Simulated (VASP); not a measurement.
# Si (Fd-3m) in VASP: settings compared

The runs below take Si through relaxation of cell and atoms, single point, with BEEF-vdW, PBE.

Everything below comes from runs of VASP 6.6.1. Logs are shortened: lines on timing, memory, paths and dates and some standing lists are left out, and cuts for length are marked.

### Step 1. The structure

The structure is cubic, space group Fd-3m (No. 227). The conventional cell has a = 5.444 Å, b = 5.444 Å, c = 5.444 Å, α = 90.00°, β = 90.00°, γ = 90.00°. Around Si (site symmetry -43m) lie 4 Si at 2.36 Å.

### Step 2. Relaxation of cell and atoms, BEEF-vdW

File INCAR:

```
ALGO = Normal ; EDIFF = 1E-6
EDIFFG = -0.01 ; ENCUT = 600
GGA = BF ; IBRION = 2
ISIF = 3 ; ISMEAR = -1
LASPH = T ; LCHARG = F
LREAL = F ; LUSE_VDW = T
LWAVE = F ; NELM = 60
NSW = 40 ; PREC = Accurate
SIGMA = 0.05 ; ZAB_VDW = -1.8867
```

File KPOINTS:

```
k-points
0
Gamma
  8 8 8
```

File POSCAR:

```
Si
1.0
    0.0000000000      2.7218511865      2.7218511865
    2.7218511865      0.0000000000      2.7218511865
    2.7218511865      2.7218511865      0.0000000000
Si
2
Direct
    0.5000000000      0.5000000000      0.5000000000
    0.7500000000      0.7500000000      0.7500000000
```

Potentials or basis: VASP PAW PBE potentials, release 64 (Si).

The run is started by

```console
$ cat potpaw_PBE.64/Si/POTCAR > POTCAR
$ mpirun -np 1 vasp_std > vasp.out
```

OUTCAR:

```text
EDIFF = 1E-6
   EDIFFG = -0.01
   ENCUT = 600
   GGA = BF
   IBRION = 2
   ISIF = 3
   ISMEAR = -1
   LASPH = T
   LREAL = F
   NELM = 60
   NSW = 40
   PREC = Accurate

 ion  position               nearest neighbor table
   1  0.500  0.500  0.500-   2 2.36   2 2.36   2 2.36   2 2.36
   2  0.750  0.750  0.750-   1 2.36   1 2.36   1 2.36   1 2.36

  LATTYP: Found a face centered cubic cell.
 ALAT       =     5.4437023730

  Lattice vectors:

 A1 = (   0.0000000000,   2.7218511865,   2.7218511865)
 A2 = (   2.7218511865,   0.0000000000,   2.7218511865)
 A3 = (   2.7218511865,   2.7218511865,   0.0000000000)

Analysis of symmetry for initial positions (statically):
=====================================================================
 Subroutine PRICEL returns:
 Original cell was already a primitive cell.

 Routine SETGRP: Setting up the symmetry group for a
 face centered cubic supercell.

 Subroutine GETGRP returns: Found 48 space group operations
 (whereof 24 operations were pure point group operations)
 out of a pool of 48 trial point group operations.

The static configuration has the point symmetry T_d .
 The point group associated with its full space group is O_h .

Analysis of symmetry for dynamics (positions and initial velocities):
=====================================================================
 Subroutine PRICEL returns:
 Original cell was already a primitive cell.

 Routine SETGRP: Setting up the symmetry group for a
 face centered cubic supercell.

 Subroutine GETGRP returns: Found 48 space group operations
 (whereof 24 operations were pure point group operations)
 out of a pool of 48 trial point group operations.

The dynamic configuration has the point symmetry T_d .
 The point group associated with its full space group is O_h .

 Subroutine INISYM returns: Found 48 space group operations
 (whereof 24 operations are pure point group operations),
 and found     1 'primitive' translations

----------------------------------------------------------------------------------------

                                     Primitive cell

  volume of cell :      40.3295

  direct lattice vectors                    reciprocal lattice vectors
     0.000000000  2.721851186  2.721851186    -0.183698507  0.183698507  0.183698507
     2.721851186  0.000000000  2.721851186     0.183698507 -0.183698507  0.183698507
     2.721851186  2.721851186  0.000000000     0.183698507  0.183698507 -0.183698507

  length of vectors
     3.849278863  3.849278863  3.849278863     0.318175148  0.318175148  0.318175148

  position of ions in fractional coordinates (direct lattice)
     0.500000000  0.500000000  0.500000000
     0.750000000  0.750000000  0.750000000

  ion indices of the primitive-cell ions
   primitive index   ion index
                 1           1
                 2           2

----------------------------------------------------------------------------------------

 KPOINTS: k-points

Automatic generation of k-mesh.
 Grid dimensions read from file:
 generate k-points for:    8    8    8

 Generating k-lattice:

  Cartesian coordinates                     Fractional coordinates (reciprocal lattice)
    -0.022962313  0.022962313  0.022962313     0.125000000  0.000000000  0.000000000
     0.022962313 -0.022962313  0.022962313     0.000000000  0.125000000  0.000000000
     0.022962313  0.022962313 -0.022962313     0.000000000  0.000000000  0.125000000

  Length of vectors
     0.039771893  0.039771893  0.039771893

  Shift w.r.t. Gamma in fractional coordinates (k-lattice)
     0.000000000  0.000000000  0.000000000

 Subroutine IBZKPT returns following result:
 ===========================================

 Found     29 irreducible k-points:

 Following reciprocal coordinates:
            Coordinates               Weight
  0.000000  0.000000  0.000000      1.000000
  0.125000  0.000000  0.000000      8.000000
  0.250000  0.000000  0.000000      8.000000
  0.375000  0.000000  0.000000      8.000000
  0.500000  0.000000  0.000000      4.000000
  0.125000  0.125000  0.000000      6.000000
[... 21 lines left out ...]
 -0.375000  0.500000  0.125000     12.000000
 -0.250000  0.500000  0.250000      6.000000
   k-points           NKPTS =     29   k-points in BZ     NKDIM =     29   number of bands    NBANDS=      8
   number of dos      NEDOS =    301   number of ions     NIONS =      2
   total plane-waves  NPLWV =  32768
   dimension x,y,z NGX =    32 NGY =   32 NGZ =   32
   dimension x,y,z NGXF=    64 NGYF=   64 NGZF=   64
   ions per type =               2
   NGX,Y,Z   is equivalent  to a cutoff of  13.82, 13.82, 13.82 a.u.
   NGXF,Y,Z  is equivalent  to a cutoff of  27.64, 27.64, 27.64 a.u.
 SYSTEM =  unknown system
   PREC   = accura    normal or accurate (medium, high low for compatibility)
   ISTART =      0    job   : 0-new  1-cont  2-samecut
   ICHARG =      2    charge: 1-file 2-atom 10-const
   ISPIN  =      1    spin polarized calculation?
   LNONCOLLINEAR =      F non collinear calculations
   LSORBIT =      F    spin-orbit coupling
   LASPH  =      T    aspherical Exc in radial PAW
   ENCUT  =  600.0 eV  44.10 Ry    6.64 a.u.   7.69  7.69  7.69*2*pi/ulx,y,z
   NELM   =     60;   NELMIN=  2; NELMDL= -5     # of ELM steps
   EDIFF  = 0.1E-05   stopping-criterion for ELM
   LREAL  =      F    real-space projection
   EDIFFG = -.1E-01   stopping-criterion for IOM
   NSW    =     40    number of steps for IOM
   IBRION =      2    ionic relax: 0-MD 1-quasi-New 2-CG
   NFREE  =      1    steps in history (QN), initial steepest desc. (CG)
   ISIF   =      3    stress and relaxation
   ISYM   =      2    0-nonsym 1-usesym 2-fastsym
   POTIM  = 0.5000    time-step for ionic-motion
   TEBEG  =    0.0;   TEEND  =   0.0 temperature during run
   PSTRESS=    0.0 pullay stress
   NELECT =       8.0000    total number of electrons
   NUPDOWN=      -1.0000    fix difference up-down
   EMIN   =  10.00;   EMAX   =-10.00  energy-range for DOS
   EFERMI =   0.00;   METHOD = LEGACY
   ISMEAR =    -1;   SIGMA  =   0.05  broadening in eV -4-tet -1-fermi 0-gaus
   EFERMI_NEDOS =   21; number of points for ismear=-14 and -15
   IALGO  =     38    algorithm
   IMIX   =      4    mixing-type and parameters
     AMIX     =   0.40;   BMIX     =  1.00
     AMIX_MAG =   1.60;   BMIX_MAG =  1.00
  volume/ion in A,a.u.               =      20.16       136.08
  Fermi-wavevector in a.u.,A,eV,Ry     =   0.954766  1.804247 12.402783  0.911579
  Thomas-Fermi vector in A             =   2.083543
   LORBIT       =      0    0 simple, 1 ext, 2 COOP (PROOUT), +10 PAW based schemes
   GGA     = BF    functional components
   LHFCALC =     F    Hartree Fock is set to
   AEXX    =    0.0000 exact exchange contribution
   IVDW_NL    =     1    kernel type
   BPARAM     = 6.3000
   IVDW    =     0    specifies the selected vdW correction
   LEPSILON=     F    determine dielectric tensor
   LRPA    =     F    only Hartree local field effects (RPA)
 conjugate gradient relaxation of ions
 non-spin polarized calculation
  energy-cutoff  :      600.00
  volume of cell :       40.33
 maximum number of plane-waves:      1365
   NGX = 15   NGY = 15   NGZ = 15

--------------------------------------- Ionic step        1  -------------------------------------------

 number of electron       8.0000000 magnetization

 Free energy of the ion-electron system (eV)
  ---------------------------------------------------
  ext. energy  EPLUGINS =         0.00000000
  ---------------------------------------------------
  free energy    TOTEN  =        -8.46761785 eV

  energy without entropy =       -8.46761313  energy(sigma->0) =       -8.46761549

------------------------ aborting loop because EDIFF is reached ----------------------------------------

  FORCE on cell =-STRESS in cart. coord.  units (eV):
  Direction    XX          YY          ZZ          XY          YZ          ZX
  --------------------------------------------------------------------------------------
  -------------------------------------------------------------------------------------
  Total        0.2251145      0.2251145      0.2251145      0.0000000      0.0000000      0.0000000
  in kB        8.9431583      8.9431583      8.9431583      0.0000000      0.0000000      0.0000000
  external PRESSURE =       8.9431583 kB  Pullay stress =       0.0000000 kB

 VOLUME and BASIS-vectors are now :
 -----------------------------------------------------------------------------
  energy-cutoff  :      600.00
  volume of cell :       40.33
      direct lattice vectors                 reciprocal lattice vectors
     0.000000000  2.721851186  2.721851186    -0.183698507  0.183698507  0.183698507
     2.721851186  0.000000000  2.721851186     0.183698507 -0.183698507  0.183698507
     2.721851186  2.721851186  0.000000000     0.183698507  0.183698507 -0.183698507

 POSITION                                       TOTAL-FORCE (eV/Angst)
 -----------------------------------------------------------------------------------
      2.72185      2.72185      2.72185        -0.000000     -0.000000     -0.000000
      4.08278      4.08278      4.08278         0.000000      0.000000      0.000000
 -----------------------------------------------------------------------------------
    total drift:                               -0.000000     -0.000000     -0.000000

  FREE ENERGIE OF THE ION-ELECTRON SYSTEM (eV)
  ---------------------------------------------------
  free  energy   TOTEN  =        -8.4676178455 eV
[... 19 lines left out ...]
 VOLUME and BASIS-vectors are now :
 -----------------------------------------------------------------------------
  energy-cutoff  :      600.00
  volume of cell :       40.99
      direct lattice vectors                 reciprocal lattice vectors
     0.000000000  2.736631003  2.736631003    -0.182706400  0.182706400  0.182706400
     2.736631003  0.000000000  2.736631003     0.182706400 -0.182706400  0.182706400
     2.736631003  2.736631003  0.000000000     0.182706400  0.182706400 -0.182706400

 POSITION                                       TOTAL-FORCE (eV/Angst)
 -----------------------------------------------------------------------------------
      2.73663      2.73663      2.73663        -0.000000     -0.000000     -0.000000
      4.10495      4.10495      4.10495         0.000000      0.000000      0.000000
 -----------------------------------------------------------------------------------
    total drift:                               -0.000000     -0.000000     -0.000000

  FREE ENERGIE OF THE ION-ELECTRON SYSTEM (eV)
  ---------------------------------------------------
  free  energy   TOTEN  =        -8.4681557191 eV

  energy  without entropy=       -8.4681519257  energy(sigma->0) =       -8.46815382

Total vdW correction in eV:      1.1610985

--------------------------------------- Ionic step        3  -------------------------------------------

 number of electron       8.0000000 magnetization

 Free energy of the ion-electron system (eV)
  ---------------------------------------------------
  ext. energy  EPLUGINS =         0.00000000
  ---------------------------------------------------
  free energy    TOTEN  =        -8.46866985 eV

  energy without entropy =       -8.46866571  energy(sigma->0) =       -8.46866778

 E-fermi :   5.8272     XC(G=0):  -9.3955

 val. band max:        5.4305274488   @ k =   0.0000   0.0000   0.0000
 cond. band min:       6.2625690707   @ k =   0.3750   0.3750   0.0000
 fundamental gap:      0.8320416219
 Fermi energy:         5.8272381041

 k-point     1 :       0.0000    0.0000    0.0000
  band No.  band energies     occupation
      1      -6.3392      2.00000
      2       5.4305      1.99928
      3       5.4305      1.99928
      4       5.4305      1.99928
      5       8.0816      0.00000
      6       8.0816      0.00000
      7       8.0816      0.00000
      8       8.7615      0.00000

 k-point     2 :       0.1250    0.0000    0.0000
  band No.  band energies     occupation
      1      -6.1392      2.00000
      2       3.8746      2.00000
      3       5.1542      2.00000
      4       5.1542      2.00000
      5       8.0085      0.00000
      6       8.4922      0.00000
      7       8.4922      0.00000
      8      10.1183      0.00000

 k-point     3 :       0.2500    0.0000    0.0000
  band No.  band energies     occupation
      1      -5.5564      2.00000
      2       1.5950      2.00000
      3       4.6953      2.00000
      4       4.6953      2.00000
      5       7.5492      0.00000
      6       9.0173      0.00000
      7       9.0173      0.00000
      8      12.3563      0.00000
[... 297 lines left out ...]
 VOLUME and BASIS-vectors are now :
 -----------------------------------------------------------------------------
  energy-cutoff  :      600.00
  volume of cell :       40.71
      direct lattice vectors                 reciprocal lattice vectors
     0.000000000  2.730458799  2.730458799    -0.183119408  0.183119408  0.183119408
     2.730458799  0.000000000  2.730458799     0.183119408 -0.183119408  0.183119408
     2.730458799  2.730458799  0.000000000     0.183119408  0.183119408 -0.183119408

 POSITION                                       TOTAL-FORCE (eV/Angst)
 -----------------------------------------------------------------------------------
      2.73046      2.73046      2.73046         0.000000      0.000000      0.000000
      4.09569      4.09569      4.09569        -0.000000     -0.000000     -0.000000
 -----------------------------------------------------------------------------------
    total drift:                               -0.000000     -0.000000     -0.000000

  FREE ENERGIE OF THE ION-ELECTRON SYSTEM (eV)
  ---------------------------------------------------
  free  energy   TOTEN  =        -8.4686698502 eV

  energy  without entropy=       -8.4686657077  energy(sigma->0) =       -8.46866778

Total vdW correction in eV:      1.1569101

 reached required accuracy - stopping structural energy minimisation
```

Wall time 51 s (1 thread of AMD EPYC 9R45 (Zen 5), shared host); peak memory 0.34 GiB.

What came out:

```yaml
Free_energy: -8.4687 eV
Relaxed_volume: 20.36 Å³/atom
Relaxed_cell: a = 3.861 Å, b = 3.861 Å, c = 3.861 Å, α = 60.00°, β = 60.00°, γ = 60.00°
Space_group_after_relaxing_to_0.05_Å: Fd-3m (No. 227)
Energy_gained_by_relaxing: 0.5 meV/atom
Ionic_steps: 3
Pressure_after_relaxing: 0.0 GPa
Band_gap_on_the_k_mesh: 0.83 eV, indirect (least direct gap 2.65 eV)
```

Step by step:
```tsv
step	energy change (eV)	largest force (eV/Å)	pressure (GPa)	volume (Å³)
1	0.0000	0.0000	0.89	40.33
2	-0.0005	0.0000	-0.59	40.99
3	-0.0011	0.0000	0.02	40.71
```

Final structure:
```yaml
crystal:
  lattice:
    - [0.00000, 2.73046, 2.73046]
    - [2.73046, 0.00000, 2.73046]
    - [2.73046, 2.73046, 0.00000]
  atoms:
    - { symbol: Si, position: [0.50000, 0.50000, 0.50000] }
    - { symbol: Si, position: [0.75000, 0.75000, 0.75000] }
```

Caveat: the PAW data sets were made with another functional, which shifts forces and pressure a little.

### Step 3. Single point, PBE

File INCAR:

```
SYSTEM = Si
PREC     = Accurate       ! precision mode
ENCUT    = 520            ! plane-wave cutoff, eV
EDIFF    = 1E-7           ! SCF threshold, eV
ISMEAR   = 0              ! smearing method
SIGMA    = 0.03           ! smearing width, eV
LREAL    = .False.        ! projectors in reciprocal space
LASPH    = .True.         ! aspherical terms in the spheres
NELM     = 60             ! most SCF steps
ALGO     = Normal         ! electronic algorithm
ISIF     = 2              ! what is computed and relaxed
LWAVE    = .False.        ! write WAVECAR
LCHARG   = .False.        ! write CHGCAR
GGA      = PE             ! functional
NBANDS   = 11             ! bands
```

File KPOINTS:

```
regular mesh
0
Gamma
  8 8 8
  0 0 0
```

POSCAR is that of step 2.

Potentials or basis: VASP PAW PBE potentials, release 64 (Si).

The run is started by

```console
$ cat potpaw_PBE.64/Si/POTCAR > POTCAR
$ mpirun -np 1 vasp_std > vasp.out
```

It took 7.2 s on 1 thread of Intel Xeon 6975P-C (Granite Rapids), shared host; peak memory 0.15 GiB.

Results (log left out):

```
Free energy            : -10.8439 eV
Pressure               : 1.3 GPa
Band gap on the k mesh : 0.63 eV, indirect (least direct gap 2.56 eV)
```

Levels at points of the mesh, in eV from the valence-band top:
```tsv
k point	band 1	band 2	band 3	band 4	band 5	band 6	band 7	band 8	band 9
(0.00, 0.00, 0.00)	-11.91	0.00	0.00	0.00	2.56	2.56	2.56	3.29	7.72
(0.50, 0.00, 0.00)	-9.60	-6.93	-1.19	-1.19	1.51	3.34	3.34	7.72	10.53
(0.50, 0.50, 0.00)	-7.79	-7.79	-2.83	-2.83	0.72	0.72	10.05	10.05	10.95
```

A k mesh can miss the band edges. A hybrid or GW would open this gap; PBE tends to underestimate it.

### Step 4. Single point, PBE

File INCAR:

```
PREC     = Accurate       # precision mode
ENCUT    = 520            # plane-wave cutoff, eV
EDIFF    = 1E-6           # SCF threshold, eV
ISMEAR   = 0              # smearing method
SIGMA    = 0.03           # smearing width, eV
LREAL    = False          # projectors in reciprocal space
LASPH    = True           # aspherical terms in the spheres
NELM     = 100            # most SCF steps
ALGO     = Normal         # electronic algorithm
ISIF     = 2              # what is computed and relaxed
LWAVE    = False          # write WAVECAR
LCHARG   = False          # write CHGCAR
GGA      = PE             # functional
```

File KPOINTS:

```
regular mesh
0
Gamma
  8 8 8
```

POSCAR is that of step 3.

The run is started by

```console
$ cat potpaw_PBE.64/Si/POTCAR > POTCAR
$ mpirun -np 1 vasp_std > vasp.out
```

Wall time 20 s (1 thread of AMD EPYC, shared host); peak memory 0.12 GiB.

It converged, with:

```
Free energy            : -10.8439 eV
Pressure               : 1.3 GPa
Band gap on the k mesh : 0.63 eV, indirect (least direct gap 2.56 eV)
```

Levels at points of the mesh, in eV from the valence-band top:
| k point | band 1 | band 2 | band 3 | band 4 | band 5 | band 6 | band 7 | band 8 |
| --- | --- | --- | --- | --- | --- | --- | --- | --- |
| (0.00, 0.00, 0.00) | -11.91 | 0.00 | 0.00 | 0.00 | 2.56 | 2.56 | 2.56 | 3.29 |
| (0.50, 0.00, 0.00) | -9.60 | -6.93 | -1.19 | -1.19 | 1.51 | 3.34 | 3.34 | 7.72 |
| (0.50, 0.50, 0.00) | -7.79 | -7.79 | -2.83 | -2.83 | 0.72 | 0.72 | 10.05 | 10.05 |

A k mesh can miss the band edges. A hybrid or GW would open this gap; PBE tends to underestimate it.

### Step 5. For comparison

An earlier run on the cell as given: functional PBE; potentials or basis VASP PAW PBE potentials, release 64 (Si); cutoff 520 eV; k mesh 8 × 8 × 8; occupations fermi-dirac, width 0.05 eV; no spin polarisation.

- Pressure: 1.3 GPa
- Band gap on the k mesh: 0.63 eV, indirect (least direct gap 2.56 eV)

### Step 6. Overview

| task | level | cell | cutoff (eV) | smearing | gap on the mesh (eV) | pressure (GPa) |
| --- | --- | --- | --- | --- | --- | --- |
| relaxation of cell and atoms | BEEF-vdW | relaxed | 600 | fermi-dirac 0.05 eV | 0.83 | 0.0 |
| single point | PBE | as given | 520 | gaussian 0.03 eV | 0.63 | 1.3 |
| single point | PBE | as given | 520 | fermi-dirac 0.05 eV | 0.63 | 1.3 |

Alike in all rows: potentials or basis VASP PAW PBE potentials, release 64 (Si); no spin polarisation; k mesh 8 × 8 × 8.

Caveats: the PAW data sets were made with another functional, which shifts forces and pressure a little (some runs).

Absolute energies hang on the potentials; compare differences alone.
